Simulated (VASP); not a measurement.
Write the native input for VASP 6.6.1 that does the following.

* Task: relaxation of cell and atoms
* Functional: PBEsol
* Potentials or basis: VASP PAW PBE potentials, release 64 (Pd)
* Cutoff: 300 eV
* k mesh: 18 × 18 × 18
* Occupations: gaussian, width 0.1 eV
* Spin: no spin polarisation
* Further INCAR settings: ALGO = Normal; EDIFF = 1e-07; IBRION = 2; EDIFFG = -0.005; NSW = 90; ISIF = 3

The structure of Pd lies in POSCAR:

```
Pd
1.0
   -1.5431889800      1.5431889800      1.5431889800
    1.5431889800     -1.5431889800      1.5431889800
    1.5431889800      1.5431889800     -1.5431889800
Pd
1
Direct
    0.0000000000      0.0000000000      0.0000000000
```

This isn't the form of Pd at room conditions, which is fcc.

The input as run:

INCAR

```
  PREC = Accurate
  ENCUT = 300
  EDIFF = 1E-7
  ISMEAR = 0
  SIGMA = 0.1
  LREAL = False
  LASPH = True
  NELM = 100
  ALGO = Normal
  ISIF = 3
  LWAVE = False
  LCHARG = False
  GGA = PS
  IBRION = 2
  NSW = 90
  EDIFFG = -0.005
```

KPOINTS

```
regular mesh
0
Gamma
  18 18 18
```

Potentials or basis: VASP PAW PBE potentials, release 64 (Pd).

Run with:

```console
$ cat potpaw_PBE.64/Pd/POTCAR > POTCAR
$ mpirun -np 1 vasp_std > vasp.out
```

It gave:

```
Relaxed volume                         : 14.61 Å³/atom
Relaxed cell                           : a = 2.668 Å, b = 2.668 Å, c = 2.668 Å, α = 109.47°, β = 109.47°, γ = 109.47°
Space group after relaxing (to 0.05 Å) : Im-3m (No. 229)
Energy gained by relaxing              : 0.3 meV/atom
Ionic steps                            : 3
Pressure after relaxing                : 0.0 GPa
Band gap on the k mesh                 : none (metal or under the smearing width)
```

Caveat: the cutoff is under 1.25 times the usual one of these potentials, so pressure, stress and relaxed cells hold a basis-set (Pulay) error; the PAW data sets were made with another functional, which shifts forces and pressure a little.

Wall time 6.5 s on 1 thread of Intel(R) Xeon(R) 6975P-C (Granite Rapids) (shared host), peak memory 0.12 GiB.
